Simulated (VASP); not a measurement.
Wanted: the native input for a VASP 6.6.1 run.

- Task: relaxation of the atoms
- Functional: LDA
- Potentials or basis: VASP PAW LDA potentials, release 64 (Cu)
- Cutoff: 520 eV
- k mesh: 18 × 18 × 1
- Occupations: methfessel-paxton, width 0.2 eV
- Spin: no spin polarisation
- Further INCAR settings: ALGO = Normal; EDIFF = 1e-07; IBRION = 2; EDIFFG = -0.01; NSW = 40

The structure of Cu lies in POSCAR:

```
Cu
1.0
    2.4911371901      0.0000000000      0.0000000000
    1.2455685951      2.1573880910      0.0000000000
    0.0000000000      0.0000000000     31.2720399868
Cu
9
Direct
    0.3333333333      0.3333333333      0.2398308522
    0.6666666667      0.6666666667      0.3048731391
    0.0000000000      0.0000000000      0.3699154261
    0.3333333333      0.3333333333      0.4349577130
    0.6666666667      0.6666666667      0.5000000000
    0.0000000000      0.0000000000      0.5650422870
    0.3333333333      0.3333333333      0.6300845739
    0.6666666667      0.6666666667      0.6951268609
    0.0000000000      0.0000000000      0.7601691478
```

The cell was built by a generator and needn't be a form met in nature.

The input as run:

INCAR

```
ALGO = Normal ; EDIFF = 1E-7
EDIFFG = -0.01 ; ENCUT = 520
GGA = CA ; IBRION = 2
ISIF = 2 ; ISMEAR = 1
KPAR = 8 ; LASPH = T
LCHARG = F ; LREAL = F
LWAVE = F ; NELM = 60
NSW = 40 ; PREC = Accurate
SIGMA = 0.2
```

KPOINTS

```
k-points
0
Gamma
  18 18 1
```

Potentials or basis: VASP PAW LDA potentials, release 64 (Cu).

The run is started by

```sh
$ cat potpaw_LDA.64/Cu/POTCAR > POTCAR
$ mpirun -np 8 vasp_std > vasp.out
```

It gave:

| Property | Result |
| --- | --- |
| Energy gained by relaxing | 0.2 meV/atom |
| Ionic steps | 10 |
| Largest force after relaxing | 0.006 eV/Å |
| Band gap on the k mesh | none (metal or under the smearing width) |

Run time: 6 min on 8 MPI ranks on AMD EPYC 9R45 (Zen 5), on a shared host, peak memory 0.44 GiB a rank.
